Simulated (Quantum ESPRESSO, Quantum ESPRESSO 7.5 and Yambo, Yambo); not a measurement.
# As (buckled honeycomb monolayer): Bethe-Salpeter spectra with Yambo

Aim: the absorption spectrum of As (buckled honeycomb monolayer) with electron-hole interaction, and what each part of the kernel does.

Main program and level: Quantum ESPRESSO 7.5 and Yambo 5.3.0; PBE and many-body steps on it, plane waves.

### Step 1. The starting structure

The cell holds 2 atoms: 2 As. Cell: a = 3.611 Å, b = 3.611 Å, c = 14.000 Å, α = 90.0°, β = 90.0°, γ = 120.0°. Vacuum lies along c.

The structure was relaxed with PBE. The runs that relaxed it are not among those shown.

### Step 2. Empty states on the mesh, 6×6×1 mesh, 89 bands

This step: Quantum ESPRESSO 7.5; DFT, PBE, plane waves, norm-conserving pseudopotentials.

The sums over transitions need many empty states on a uniform mesh; this step solves for them.

File pw.in:

```
&control
  calculation = 'nscf'
  prefix = 'x'
  outdir = 'o'
  pseudo_dir = 'pseudo'
/
&system
  ibrav = 0
  nat = 2
  ntyp = 1
  ecutwfc = 76.0
  nbnd = 89
  force_symmorphic = .true.
/
&electrons
  conv_thr = 1e-9
  electron_maxstep = 80
  diago_full_acc = .true.
  diago_thr_init = 5e-6
/
ATOMIC_SPECIES
  As 74.922 As.upf
CELL_PARAMETERS angstrom
  3.6113925482 -0.0000000001 0.0000000000
  -1.8056962741 3.1275576898 0.0000000000
  0.0000000000 0.0000000000 14.0000000000
ATOMIC_POSITIONS crystal
  As 0.3333333333 0.6666666667 0.4503491423
  As 0.6666666667 0.3333333333 0.5496508577
K_POINTS automatic
  6 6 1 0 0 0
```

Launch:

```sh
OMP_NUM_THREADS=1 mpirun -n 8 pw.x -nk 4 -in pw.in > pw.out
```

Log:

```text
Program PWSCF v.7.5 starts

     This program is part of the open-source Quantum ESPRESSO suite
     for quantum simulation of materials; please cite
         "P. Giannozzi et al., J. Phys.:Condens. Matter 21 395502 (2009);
         "P. Giannozzi et al., J. Phys.:Condens. Matter 29 465901 (2017);
         "P. Giannozzi et al., J. Chem. Phys. 152 154105 (2020);
     in publications or presentations arising from this work. More details at

     Atomic positions and unit cell read from directory:
     o/x.save/

     Message from routine setup:
[...]
34.7895

          k = 0.0000 0.3849 0.0000 ( 11944 PWs)   bands (ev):

[...]
29.6949  29.9048  29.9395  30.4629  30.6375  31.1528  31.4642  31.5106
    32.1847  32.9839  33.2706  33.4575  33.5267  33.6551  33.7713  33.8466
    34.2831

          k =-0.0000-0.5774 0.0000 ( 11918 PWs)   bands (ev):

     [... further k-points ...]

     highest occupied, lowest unoccupied level (ev):    -1.1908    0.4471

     XML data file, pseudopotentials, collected wavefunctions

=------------------------------------------------------------------------------=
   JOB DONE.
=------------------------------------------------------------------------------=
```

The job ended after 14 s (8 MPI ranks of AMD EPYC 7R43, shared host; peak memory 0.87 GiB; 1.7 min of CPU time).

Numbers from this step:

| Property | Result |
| --- | --- |
| gap | 1.638 eV |
| k of the valence top | 0, 0, 0 |
| k of the conduction bottom | 0, 0.3333, 0 |
| least direct gap | 1.936 eV |
| k points computed | 7 |
| lowest point of the top converged band, above the valence top | 35.09 eV |

On this mesh the gap is 1.638 eV.

The density comes from a self-consistent run that is not shown.

### Step 3. Conversion and set-up

This step: Yambo 5.3.0; conversion and set-up on PBE, plane waves, norm-conserving pseudopotentials.

The states are converted to the many-body program's format and the q mesh is built.

Launch:

```sh
(cd o/x.save; p2y > p2y.log; mv SAVE ../..); yambo > setup.log
```

Log:

```text
 Yambo, version 5.3.0

 [02] CORE Variables Setup
 =========================

  [02.01] Unit cells
  ==================

  Cell kind             :  HCP
  Atoms in the cell     :  As
  number of As atoms    :  2

  List of atomic masses
  Mass of As    :  74.92200

  List of atomic coordinates    : [cc]
  As1       : -0.34123E-09   3.9402       11.915      order 1
  As2       :   3.41227   1.97008  14.54165  order 2

  Alat factors          :   6.82454   5.91023  26.45617 [a.u.]
  Direct lattice volume :   1067.10    [a.u.]
  Direct lattice vectors:  A[ 1 ]  A[ 2 ]  A[ 3 ]
[...]
BZ  Q-points                                      :   36

 K/Q-points units:
 rlu = crystal or reduced units; cc = cartesian coordinates; iku = interal k-units

 Q [1]          [rlu]:  0.000000  0.000000  0.000000
 Q [2]          [rlu]:  0.20323E-16  0.16667       0.0000
 Q [3]          [rlu]:  0.40646E-16  0.33333       0.0000
 Q [4]          [rlu]: -0.60969E-16 -0.50000       0.0000
 Q [5]          [rlu]:  0.166667  0.166667  0.000000
 Q [6]          [rlu]:  0.166667  0.333333  0.000000
 Q [7]          [rlu]:  0.333333  0.333333  0.000000

  [03.01] X indexes
  =================

   [03.01.01] Sigma indexes
   ========================

 [06] Game Over & Game summary
```

The job ended after 4.1 s (1 MPI rank; peak memory 0.24 GiB).

### Step 4. Screening and self-energy, 6×6×1 mesh, 89 bands, screening to 129.3 eV

G0W0 replaces the xc potential by the self-energy, built once from these orbitals. Only a window of levels is corrected, while the sums run over the empty bands that the input names.

This step: G0W0 on PBE, plane waves, norm-conserving pseudopotentials.

File gw1.in:

```
HF_and_locXC
gw0
dyson
ppa
em1d
rim_cut
rim_w
RandQpts= 3000000
RandGvec= 100 RL
CUTGeo= "slab z"
RandGvecW= 9 RL
EXXRLvcs= 76 Ry
VXCRLvcs= 304 Ry
Chimod= "HARTREE"
% BndsRnXp
 1 | 89 |
%
NGsBlkXp= 9.5 Ry
% LongDrXp
 1 | 1 | 0 |
%
% GbndRnge
 1 | 89 |
%
DysSolver= "n"
ExtendOut
PPAPntXp= 27.21138 eV
% QPkrange
 1 | 7 | 13 | 18 |
%
```

Launch:

```sh
OMP_NUM_THREADS=1 mpirun -n 8 yambo -F gw1.in -J gw1 -C gw1 > gw1.log
```

Log:

```text
 Yambo, version 5.3.0

 [02] CORE Variables Setup
 =========================

  [... cell, symmetries and grids as in the set-up ...]

  [02.05] Energies & Occupations
  ==============================

  [X] === General ===
  [X] Electronic Temperature                        :  0.000000  0.000000 [eV K]
  [X] Bosonic    Temperature                        :  0.000000  0.000000 [eV K]
  [X] Finite Temperature mode                       : no
  [X] El. density                                   :  0.18972E+24 [cm-3]
[...]
Sc bands terminator                              : no
  Sx RL components                                 :  12073

  QP @ state[ 1 ] K range                          :   1   7
  QP @ state[ 1 ] b range                          :  13  18
  GF energies kind                                 : Perdew, Burke & Ernzerhof(X)+Perdew, Burke & Ernzerhof(C)
  GF WF`s kind                                     : Perdew, Burke & Ernzerhof(X)+Perdew, Burke & Ernzerhof(C)
  Xs energies kind                                 : Perdew, Burke & Ernzerhof(X)+Perdew, Burke & Ernzerhof(C)
  Xs WF`s kind                                     : Perdew, Burke & Ernzerhof(X)+Perdew, Burke & Ernzerhof(C)

 [14] Game Over & Game summary
```

The job ended after 11 min (8 MPI ranks; peak memory 5.5 GiB; 81 min of CPU time).

Numbers from this step:

```
G0W0 gap on the mesh                         : 2.836 eV
starting gap on the mesh                     : 1.638 eV
k of the valence top                         : 0, 0, 0
k of the conduction bottom                   : 0, 0.3333, 0
least direct G0W0 gap on the computed points : 3.236 eV
```

The gap on the mesh goes from 1.64 eV to 2.84 eV, a correction of +1.20 eV.

The gap opens by 1.199 eV; the next steps shift the empty bands rigidly by 1.301 eV, the correction at the start's least direct gap.

### Step 5. Excitons

Optical absorption needs the electron-hole interaction, solved here in a basis of vertical transitions on the mesh.

This step: Bethe-Salpeter equation on PBE with a scissors shift, plane waves, norm-conserving pseudopotentials.

File bse2.in:

```
optics
bss
bse
em1s
dipoles
rim_cut
rim_w
RandQpts= 3000000
RandGvec= 100 RL
CUTGeo= "slab z"
RandGvecW= 9 RL
Chimod= "HARTREE"
BSKmod= "SEX"
BSEmod= "resonant"
BSSmod= "d"
BSENGexx= 30 Ry
BSENGBlk= 6 Ry
% BSEQptR
 1 | 1 |
%
% BSEBands
 13 | 21 |
%
% BEnRange
 0 | 8 | eV
%
% BDmRange
 0.1 | 0.1 | eV
%
BEnSteps= 161
% BLongDir
 1 | 0 | 0 |
%
% BndsRnXs
 1 | 49 |
%
NGsBlkXs= 6 Ry
% LongDrXs
 1 | 1 | 0 |
%
% KfnQP_E
 1.301 | 1.0 | 1.0 |
%
WRbsWF
```

Launch:

```sh
OMP_NUM_THREADS=1 mpirun -n 8 yambo -F bse2.in -J bse2 -C bse2 > bse2.log
```

Log:

```text
 Yambo, version 5.3.0

 [02] CORE Variables Setup
 =========================

  [... cell, symmetries and grids as in the set-up ...]

  [02.05] Energies & Occupations
  ==============================

  [X] === General ===
  [X] Electronic Temperature                        :  0.000000  0.000000 [eV K]
  [X] Bosonic    Temperature                        :  0.000000  0.000000 [eV K]
  [X] Finite Temperature mode                       : no
  [X] El. density                                   :  0.18972E+24 [cm-3]
  [X] Fermi Level                                   : -1.190778 [eV]

  [X] === Gaps and Widths ===
  [X] Conduction Band Min                           :  1.637908 [eV]
  [X] Valence Band Max                              :  0.000000 [eV]
  [X] Filled Bands                                  :  15
  [X] Empty Bands                                   :   16   89
  [X] Direct Gap                                    :  1.935693 [eV]
  [X] Direct Gap localized at k                     :  1
  [X] Indirect Gap                                  :  1.637908 [eV]
  [X] Indirect Gap between kpts                     :  1  3
  [X] Last valence band width                       :  1.955913 [eV]
  [X] 1st conduction band width                     :  1.154846 [eV]

 [03] Transferred momenta grid and indexing
 ==========================================

 [BZ sampling] Q-grid is User defined and/or read from the database

 IBZ Q-points                                      :   7
 BZ  Q-points                                      :   36

 K/Q-points units:
 rlu = crystal or reduced units; cc = cartesian coordinates; iku = interal k-units

 Q [1]          [rlu]:  0.000000  0.000000  0.000000
 Q [2]          [rlu]:  0.20323E-16  0.16667       0.0000
 Q [3]          [rlu]:  0.40646E-16  0.33333       0.0000
 Q [4]          [rlu]: -0.60969E-16 -0.50000       0.0000
 Q [5]          [rlu]:  0.166667  0.166667  0.000000
 Q [6]          [rlu]:  0.166667  0.333333  0.000000
 Q [7]          [rlu]:  0.333333  0.333333  0.000000

  [03.01] X + BSE indexes
  =======================

   [03.01.01] Sigma indexes
   ========================

 [04] Coloumb potential Random Integration (RIM)
 ===============================================

 Performing RIM of v_slab

  [04.01] RIM initialization
  ==========================

  * Diagonal components only detected *

  8 x (sBL volume)        :  0.051656 [a.u.]
  sBZ random points       :  3000000
  Points outside the sBZ  :  24000829
  RL volume               :  0.232453 [a.u.]
  Integrated volume       :  0.232445 [a.u.]

  [04.02] RIM integrals
  =====================

  Gamma point sphere radius             :  0.041603 [a.u.]
  Points outside the sphere             :  2398884
  [Int_sBZ(q=0) 1/q^2]*(Vol_sBZ)^(-1/3) =:  7.487273
                                 should be <:  7.795600

  Summary of Coulomb integrals for non-metallic bands |Q|[au] RIM/Bare

  Q [1] 0.100000E-4 0.960449 * Q [2] 0.177184 0.996733
  Q [5] 0.306892 1.024425 * Q [3] 0.354368 1.023241
  Q [6] 0.468785 1.017541 * Q [4] 0.531552 1.014639
  Q [7] 0.613783 1.011288
  Non-periodic chartesian directions : none
  Optical renormalization            :  26.45617 [au]
  Polarizability dimension           : length

 [05] Coloumb potential CutOffslab
 =================================

 Cut directionsZ
 Slab Cutoff:Z
 Symmetry test passed : yes

 [06] External/Internal QP corrections
 =====================================

 [QP_apply] Action to be applied: USER defined scissor

  [06.01]  QP corrections report
  ==============================

  [K+QP] === General ===
  [K+QP] Electronic Temperature                     :  0.000000  0.000000 [eV K]
  [K+QP] Bosonic    Temperature                     :  0.000000  0.000000 [eV K]
  [K+QP] Finite Temperature mode                    : no
  [K+QP] El. density                                :  0.18972E+24 [cm-3]
  [K+QP] Fermi Level                                :  0.000000 [eV]

  [K+QP] === Gaps and Widths ===
[...]
[08] Static Dielectric Matrix
 =============================

 [SLK-Inversion]  Pools        :  2
 [SLK-Inversion]  BLACS grid   :  2  2

 [WR./bse2//ndb.em1s]------------------------------------------------------------
  Brillouin Zone Q/K grids (IBZ/BZ)                :    7   36    7   36
  RL vectors                                       :  14617 [WF]
  Coulomb cutoff potential                         : slab z
  Electronic Temperature                           :  0.000000 [K]
  Bosonic    Temperature                           :  0.000000 [K]
  Static diel. fun.  energies                      : Perdew, Burke & Ernzerhof(X)+Perdew, Burke & Ernzerhof(C)
  wavefunctions                                    : Perdew, Burke & Ernzerhof(X)+Perdew, Burke & Ernzerhof(C)
  Global Gauge                                     : length
  X matrix size                                    :  291
  X band range                                     :    1   49
  X e/h energy range                               : -1.000000 -1.000000 [eV]
  X Time ordering                                  : T
  X Hxc Kernel                                     : HARTREE
  X Drude frequency                                :  0.000000  0.000000
  X poles                                          :  100.0000 [o/o]
  RL vectors in the sum                            :  14617
  [r,Vnl] included                                 : yes
  Field direction                                  :  0.707107E-5  0.707107E-5   0.00000
  BZ energy Double Grid                            : no
  BZ energy DbGd points                            : 0
  BZ Q point size factor                           : -1.000000
  X Optical Averaged directions                    : none

 [09] Bethe Salpeter Equation driver
 ===================================

 [WARNING] Coulomb cutoff at q=0. Default/Suggested Lkind= bar

  [09.01] Bethe Salpeter Equation @q1
  ===================================

   [09.01.01] Transition pre-analysis @q1
   ======================================

   [09.01.02] Transition Groups build-up @q1
   =========================================

   [BSK] Transition groups (total):  28
   [BSK] Size (resonant):   648
   [BSK]         (total):   648
   [BSK] N. of matrices :  1

   [09.01.03] Loading Dipoles @q1
   ==============================

   [09.01.04] Independent Particles properties @q1
   ===============================================

   Optical renormalization       :  26.45617 [a.u.]
   Polarizability dimension      : length

   ==========================================================

   [BSE] Exchange components :  2933
   [BSE] Correlation components :   291  1337

    [09.01.05.01] RIM-W interpolation
    =================================

    [WARNING] RIM-W works only for 2D semiconductors with slab cutoff
    Found compatible q grid: 2D
    q_min[ 1 ]:  0.16667      0.11182E-11   0.0000     [rlu]
     0.166667  0.083333  0.000000 [iku]
    q_min[ 2 ]:  0.20323E-16  0.16667       0.0000     [rlu]
     0.53290E-11  0.16667       0.0000     [iku]
    G-vectors :   9
    G-vectors loaded:   63
    Number of interpolated frequencies:  1

    Evaluating coefficients q = 0

    [09.01.05.02] RIM-W integrals
    =============================

    8 x (sBL volume)        :  0.051656 [a.u.]
    sBZ random points       :  3000000
    Points outside the sBZ  :  24000829
    RL volume               :  0.232453 [a.u.]
    Integrated volume       :  0.232445 [a.u.]

    [09.01.05.03] RIM integrals
    ===========================

    Comparison between head Wc = W - v averages: < Wc > [au] RIM-W/RIM

     < -Wc [Q = 1] > 0.364051E-1 0.483662E-4 * < -Wc [Q = 2] > 0.005316 0.005127
     < -Wc [Q = 3] > 0.973216E-3 0.952160E-3 * < -Wc [Q = 4] > 0.324452E-3 0.320658E-3
     < -Wc [Q = 5] > 0.001429 0.001395 * < -Wc [Q = 6] > 0.467598E-3 0.462714E-3
     < -Wc [Q = 7] > 0.216637E-3 0.215292E-3

    Comparison between head Wc = W - v averages: < Wc > [au] RIM-W/RIM

     < -Wc [G = 1,G`=0] > 0.364051E-1 0.483662E-4 * < -Wc [G = 2,G`=0] >-0.002021 0.000000
     < -Wc [G = 3,G`=0] >-0.002021 0.000000 * < -Wc [G = 4,G`=0] > 0.707787E-4  0.00000
     < -Wc [G = 5,G`=0] > 0.707571E-4  0.00000 * < -Wc [G = 6,G`=0] > 0.505733E-4  0.00000
     < -Wc [G = 7,G`=0] > 0.506011E-4  0.00000 * < -Wc [G = 8,G`=0] >-0.166986E-4  0.00000
     < -Wc [G = 9,G`=0] >-0.167011E-4  0.00000

    [09.01.05.04] Screened interaction header I/O
    =============================================

    [09.01.05.05] Main kernel loop
    ==============================

    [09.01.05.06] Wave-Function Phases
    ==================================

    [BSE] WF phases found       :  76.98413 [o/o]

   [09.01.06] BSE solver(s) @q1
   ============================

   [SLK-Digonalization]  Pools        :  2
   [SLK-Digonalization]  BLACS grid   :  2  2

   [09.01.07] Diago Solver @q1
   ===========================

 [12] Game Over & Game summary
```

Wall time 62 s (8 MPI ranks); peak memory 4.2 GiB; 7.1 min of CPU time.

This step gave:

| Property | Result |
| --- | --- |
| transitions in the window | 648 |
| direct gap of the transition levels | 3.237 eV |
| lowest state | 2.290 eV |
| first strong exciton (over a fiftieth of the strongest listed) | 2.290 eV |
| binding of the lowest state below the direct gap | 0.9463 eV |

The lowest state lies at 2.290 eV, 0.946 eV under the direct gap.

Lines within 3 meV are set at the lowest of them, and the highest group, which the list may cut short, is left out. Lines of the exciton spectrum (strongest = 100):

```tsv
position (eV)	lines merged	strength, relative
2.290	2	65
2.694	2	19
2.745	2	0.0
2.757	1	0.0
2.783	1	0.0
2.841	1	0.0
2.979	2	4.7
3.006	1	0.1
3.048	2	0.1
3.080	1	0.0
3.163	1	0.0
3.227	2	100
3.278	2	0.0
3.293	1	0.0
```

The Im polarisability of the sheet has structure finer than the step of the table below, so its rows give means over 0.25 eV, whole bins alone (the curve runs from 0 to 8 eV). Peaks (eV: height): BSE 2.300: 40.2, 3.250: 60.7, 4.150: 26.3; no electron-hole interaction 3.250: 27.9, 4.200: 42.9, 4.450: 42.0, 5.150: 35.1, 6.700: 10.5.

Sheet polarisability (bohr); field along x; broadening 0.1 eV; transition window only. Limits: finite bands, cutoff and mesh; exchange with frozen shells missing; no spin-orbit coupling; exciton not shown settled in the k mesh. The Im polarisability of the sheet by photon energy; means over each step:

```tsv
photon energy (eV)	BSE	no electron-hole interaction
0.25	0.236	0.112
0.50	0.290	0.128
0.75	0.366	0.147
1.00	0.482	0.173
1.25	0.674	0.206
1.50	1.04	0.250
1.75	1.93	0.314
2.00	5.81	0.409
2.25	27.8	0.568
2.50	14.1	0.876
2.75	13.0	1.68
3.00	17.5	5.94
3.25	45.7	20.2
3.50	23.2	7.43
3.75	10.5	7.98
4.00	15.8	13.9
4.25	18.6	35.7
4.50	4.83	31.4
4.75	3.92	13.1
5.00	5.71	16.2
5.25	3.84	24.8
5.50	4.02	6.33
5.75	7.71	6.21
6.00	3.47	7.63
6.25	2.09	4.33
6.50	3.44	6.19
6.75	2.13	8.64
7.00	1.46	3.51
7.25	1.34	3.20
7.50	0.955	5.52
7.75	1.10	3.43
```

[end of part 1 of 3]

[Paths, hosts, dates, memory and timing lines, banners, echoed tables and standing remarks are left out of the program output.]

[Logs are printed without paths, hosts, clocks, repeated set-up lines and the standing remarks that a program may print on its own settings, such as how far it seeks lower states.]

[Runs of the session that timed out or met a known fault of the program may be left out.]

[Hosts, paths, dates, database ids (printed as entryN), source tags and the programs' standing remarks are cut or masked in the printed files.]
